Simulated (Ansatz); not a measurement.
Ta4N5: clamped-ion elastic tensor

Computed with Ansatz 0.2.0, DFT PBEsol, scalar-relativistic, plane waves, PAW. Plane waves to 420 eV; Γ-centred k mesh 10×10×10; Fermi-Dirac smearing of 0.15 eV. No spin polarisation.

The cell, relaxed at this level:
```
Ta N
1.0
    -3.41259    3.41259    2.12811
     3.41259   -3.41259    2.12811
     3.41259    3.41259   -2.12811
Ta N
4 5
Direct
  0.78459 0.60484 0.38943
  0.39516 0.78459 0.17975
  0.60484 0.21541 0.82025
  0.21541 0.39516 0.61057
  0.50000 0.50000 0.00000
  0.90808 0.30612 0.21420
  0.69388 0.90808 0.60197
  0.30612 0.09192 0.39803
  0.09192 0.69388 0.78580
```

In a metal, frequencies and elastic constants depend on the k mesh and the smearing, soft modes and shear constants most. Spin–orbit coupling is left out, which can shift energies with elements as heavy as these.

(1) Give the clamped-ion elastic constants (GPa, Voigt order xx yy zz yz xz xy, on the axes of the cell above).

(2) And the moduli of a polycrystal (Hill averages)?

Results:

(1)
C11 = 701.3, C12 = 186.8, C13 = 116.6, C16 = -90.7, C22 = 701.3, C23 = 116.6, C26 = 90.7, C33 = 791.3, C44 = 141.5, C55 = 141.5, C66 = 214.0 GPa; the others vanish.

(2) B = 337 GPa, G = 201 GPa, E = 503 GPa, ν = 0.25.

Whether Ta4N5 exists in this form wasn't checked.

Cost: 1 run of about 28 core-minutes, on Intel Xeon Processor @ 2.50GHz (Skylake/Cascade Lake) (shared hosts).